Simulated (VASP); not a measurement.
SiC:

```xyz
2
Lattice="0.0000 2.1193 2.1193 2.1193 0.0000 2.1193 2.1193 2.1193 0.0000" Properties=species:S:1:pos:R:3 pbc="T T T"
Si    0.0000    0.0000    0.0000
C     2.1193    2.1193    2.1193
```

The cell was built by a generator and needn't be a form met in nature.

```yaml
Program: VASP 6.6.1
Task: relaxation of cell and atoms
Functional: PBE
Potentials_or_basis: VASP PAW PBE potentials, release 64 (Si, C)
Cutoff: 600 eV
k_mesh: 12 × 12 × 12
Occupations: gaussian, width 0.03 eV
Spin: no spin polarisation
```

At the start: pressure -23.7 GPa; volume 9.52 Å³/atom.

**Question.** Where does the relaxation end?

**Answer.** Over 3 steps the energy falls by 99.7 meV/atom and the volume is 8.35 Å³/atom (-12.3 %); space group Fm-3m (No. 225, to 0.05 Å).

Step by step:
| step | energy change (eV) | largest force (eV/Å) | pressure (GPa) | volume (Å³) |
| --- | --- | --- | --- | --- |
| 1 | 0.0000 | 0.0000 | -23.72 | 19.04 |
| 2 | -0.1120 | 0.0000 | 23.03 | 15.41 |
| 3 | -0.1994 | 0.0000 | 0.05 | 16.70 |

Final structure:
```cif
data_structure
_symmetry_space_group_name_H-M 'P 1'
_symmetry_Int_Tables_number 1
_cell_length_a 2.8690
_cell_length_b 2.8690
_cell_length_c 2.8690
_cell_angle_alpha 60.000
_cell_angle_beta 60.000
_cell_angle_gamma 60.000
_cell_volume 16.70
loop_
_atom_site_label
_atom_site_type_symbol
_atom_site_fract_x
_atom_site_fract_y
_atom_site_fract_z
_atom_site_occupancy
Si1 Si 0.00000 0.00000 0.00000 1
C1 C 0.50000 0.50000 0.50000 1
```
